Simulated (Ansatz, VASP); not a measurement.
**SnS2: VASP beside Ansatz**

```
Sn S
1.0
     3.66907    0.00000    0.00000
    -1.83453    3.17750    0.00000
     0.00000    0.00000    5.80953
Sn S
1 2
Direct
  0.00000 0.00000 0.00000
  0.33333 0.66667 0.25439
  0.66667 0.33333 0.74561
```

Alike in both runs: task relaxation of cell and atoms; functional PBE; dispersion D3(BJ); k mesh 9 × 9 × 6; occupations gaussian, width 0.02 eV; no spin polarisation.

```csv
,VASP,Ansatz
version,VASP 6.6.1,Ansatz 0.2.0
potentials or method,"VASP PAW PBE potentials, release 64 (Sn_d, S)","scalar-relativistic, plane waves, PAW"
plane-wave cutoff (eV),600,420
valence electrons in the cell,26,26
```

Ansatz gave:

| Property | Result |
| --- | --- |
| gap on the k mesh at the Fermi level, each at its own relaxed structure (eV) | 1.24 |
| relaxed volume (Å³/atom) | 22.58 |
| relaxed cell length with the largest relative difference (Å) | 3.669 |

Problem. Which values does VASP return?

Solution. gap on the k mesh at the Fermi level, each at its own relaxed structure (eV): 1.26; relaxed volume (Å³/atom): 22.56; relaxed cell length with the largest relative difference (Å): 3.668.

Caveats: spin-orbit coupling is left out, which moves the levels of the heavy elements; an odd mesh through Γ misses points on the zone boundary, where band edges often lie.
